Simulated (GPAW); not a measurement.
## SnTe in GPAW: the effect of strain biaxial xy

Crystal: SnTe.

```xyz
2
Lattice="0.0000 2.9618 3.1509 2.9618 0.0000 3.1509 2.9618 2.9618 0.0000" Properties=species:S:1:pos:R:3 pbc="T T T"
Te    2.9618    2.9618    3.1509
Sn    0.0000    0.0000    0.0000
```

Alike in all runs:

```yaml
Program: GPAW 26.7.0
Task: single point
Functional: PBE
Potentials_or_basis: GPAW PAW data sets (gpaw-data 1.2.1)
Cutoff: 600 eV
Basis: pw
k_mesh: 7 × 7 × 7
Occupations: fermi-dirac, width 0.05 eV
Spin: no spin polarisation
Maxiter: 150
```

**Question.** One run gave: pressure 0.2 GPa. Which strain biaxial xy did it use?
A. -0.01
B. 0.01
C. 0
D. -0.06
E. 0.02

**Answer.** E.

| strain biaxial xy | pressure (GPa) |
| --- | --- |
| -0.06 | 10.4 |
| -0.04 | 6.9 |
| -0.02 | 4.2 |
| -0.01 | 3.0 |
| 0 | 1.9 |
| 0.01 | 1.0 |
| 0.02 | 0.2 |
| 0.04 | -1.1 |
| 0.06 | -2.1 |

Caveats: the density grid can change from cell to cell, which puts small steps into energies and stress.
